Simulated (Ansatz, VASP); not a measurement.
One calculation of Ge, two programs

```
Ge
1.0
     0.00000    2.82891    2.82891
     2.82891    0.00000    2.82891
     2.82891    2.82891    0.00000
Ge
2
Direct
  0.75000 0.75000 0.75000
  0.50000 0.50000 0.50000
```

Alike in both runs: task band structure; functional r2SCAN; k mesh 8 × 8 × 8; occupations fermi-dirac, width 0.05 eV; no spin polarisation.

|  | VASP | Ansatz |
| --- | --- | --- |
| version | VASP 6.6.1 | Ansatz 0.2.0 |
| potentials or method | VASP PAW PBE potentials, release 64 (Ge_d) | Ansatz PAW |
| plane-wave cutoff (eV) | 520 | 500 |
| valence electrons in the cell | 28 | 28 |

VASP gave:

| Quantity | Value |
| --- | --- |
| gap on the k mesh at the Fermi level (eV) | 0.40 |
| least direct gap on the mesh (eV) | 0.40 |
| gap along the band path (eV) | 0.40 |
| pressure (GPa) | 0.6 |

Task: Which values does Ansatz return?

Result: gap on the k mesh at the Fermi level (eV): 0.44; least direct gap on the mesh (eV): 0.44; gap along the band path (eV): 0.44; pressure (GPa): 0.6.

The functional is the same, so the differences come from potentials, cutoffs and numerics.

Caveats: the PAW data sets were made with another functional, which shifts forces and pressure a little (VASP); the PAW data sets come from PBE, with cores solved anew for the run's functional, which leaves a small shift of forces and pressure (Ansatz). r2SCAN opens gaps a little over a GGA but as a rule still falls short of measured ones.
